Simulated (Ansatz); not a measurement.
Here is an Ansatz 0.2.0 calculation.

File input.yaml:

```yaml
crystal:
  lattice:
    - [0.0, 2.0970013927, 2.0970013927]
    - [2.0970013927, 0.0, 2.0970013927]
    - [2.0970013927, 2.0970013927, 0.0]
  atoms:
    - { symbol: Mg, position: [0.0, 0.0, 0.0] }
    - { symbol: O, position: [0.5, 0.5, 0.5] }
kpoints:
  mp_grid: { grid: [11, 11, 11] }
scf:
  occupations: { method: fermi_dirac, width: 0.05 }
hamiltonian:
  xc: pbesol
  pseudopotentials: { kind: all_electron, lapw: { basis_error: 0.001 } }
output:
  forces: true
  stress: true
relax:
  f_tol: 0.01
  max_steps: 60
  cell: { p_target: 10 }
```

Potentials or basis: all-electron LAPW, scalar-relativistic.

Run with:

```bash
$ ansatz run input.yaml --threads 1 --pin off --max-ram 3072MiB --backend cpu --events-out ev --progress --plain --runs-dir out
```

(1) Estimate the space group after relaxing (to 0.05 Å).

(2) What does it give for the band gap on the k mesh?

(3) What does it give for the relaxed volume?

## Answers

(1) Fm-3m (No. 225).

(2) 5.18 eV.

(3) 8.84 Å³/atom.

Caveat: an odd mesh through Γ misses points on the zone boundary, where band edges often lie.
